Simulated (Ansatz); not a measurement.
# SiO2: the cost of one run

Method: DFT PBEsol, scalar-relativistic, in Ansatz 0.2.0.

### Step 1. Starting point

Symmetry: I-42d, No. 122, tetragonal system. The conventional cell has a = 4.748 Å, b = 4.748 Å, c = 7.488 Å, α = 90.00°, β = 90.00°, γ = 90.00°. Around Si (site symmetry -4) lie 4 O at 1.62 Å. Around O (site symmetry 2) lie 2 Si at 1.62 Å.

Coordinates:

```cif
data_structure
_symmetry_space_group_name_H-M 'I-42d'
_symmetry_Int_Tables_number 122
_cell_length_a 4.7481
_cell_length_b 4.7481
_cell_length_c 7.4880
_cell_angle_alpha 90.000
_cell_angle_beta 90.000
_cell_angle_gamma 90.000
_cell_volume 168.81
loop_
_atom_site_label
_atom_site_type_symbol
_atom_site_symmetry_multiplicity
_atom_site_Wyckoff_symbol
_atom_site_fract_x
_atom_site_fract_y
_atom_site_fract_z
_atom_site_occupancy
Si1 Si 4 a 0.00000 0.00000 0.00000 1
O1 O 8 d 0.25000 0.62338 0.37500 1
```

The file gives the conventional cell by its symmetry; the runs use the cell typed in the input.

Atoms are numbered in the order of the input: Si1, Si2, O3, O4, O5, O6.

### Step 2. The deformed structure

Space group I-42d before, I-42d after.

### Step 3. Full-potential LAPW

input.yaml

```yaml
crystal:
  lattice:
    - [-2.37405, 2.37405, 3.85632]
    - [2.37405, -2.37405, 3.85632]
    - [2.37405, 2.37405, -3.85632]
  atoms:
    - { symbol: Si, position: [0.0, 0.0, 0.0] }
    - { symbol: Si, position: [0.75, 0.25, 0.5] }
    - { symbol: O, position: [0.99838, 0.625, 0.87338] }
    - { symbol: O, position: [0.375, 0.24838, 0.37338] }
    - { symbol: O, position: [0.75162, 0.125, 0.12662] }
    - { symbol: O, position: [0.875, 0.00162, 0.62662] }
kpoints:
  mp_grid: { grid: [7, 7, 7] }
  band_path:
    path:
      - [0.0, 0.0, 0.0]
      - [0.0, 0.0, 0.5]
      - [0.25, 0.25, 0.25]
      - [0.0, 0.5, 0.0]
      - [0.0, 0.0, 0.0]
      - [0.5, 0.5, -0.5]
      - [0.3447487746, 0.6552512254, -0.3447487746]
      - [-0.3447487746, 0.3447487746, 0.3447487746]
      - [0.0, 0.0, 0.0]
    npoints: 5
scf:
  occupations: { method: fermi_dirac, width: 0.03 }
hamiltonian:
  xc: pbesol
  pseudopotentials: { kind: all_electron, lapw: { basis_error: 0.001 } }
output:
  forces: true
  stress: true
  eigenvalues: true
```

Launch:

```bash
$ ansatz run input.yaml --threads 2 --pin off --max-ram 8192MiB --backend cpu --events-out ev --progress --plain --runs-dir out
```

What time and memory should one allow on 2 threads of Intel Xeon Platinum 8375C at 2.90GHz (Ice Lake), shared host?

About 77 s, with a peak of 0.72 GiB.
